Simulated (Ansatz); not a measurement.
## Structural energy differences of calcium

Theory: DFT, RPBE, plane waves (420 eV) with PAW, scalar-relativistic (Ansatz). (PAW data from PBE, frozen cores regenerated.)

Each structure is relaxed within its own symmetry, so a high-lying one may be dynamically unstable.

```csv
structure,ΔE (meV/atom),V (Å³/atom),cell,magnetic state
fcc,0,44.42,a = 5.622 Å,spin not included
dhcp,4,44.57,"a = 3.975 Å, c = 13.026 Å (c/a = 3.277)",spin not included
hcp,5,44.69,"a = 3.976 Å, c = 6.527 Å (c/a = 1.642)",spin not included
bcc,15,44.46,a = 4.463 Å,spin not included
A15,42,44.86,a = 7.106 Å,spin not included
omega (AlB2-type),51,44.98,"a = 6.387 Å, c = 3.820 Å (c/a = 0.598)",spin not included
beta-Sn type,259,45.67,"a = 6.966 Å, c = 3.764 Å (c/a = 0.540)",spin not included
simple cubic,399,47.12,a = 3.612 Å,spin not included
diamond,1004,84.63,a = 8.781 Å,spin not included
```

ΔE counts from fcc.

Differences under about 8 meV lie within the error of the k-point mesh.
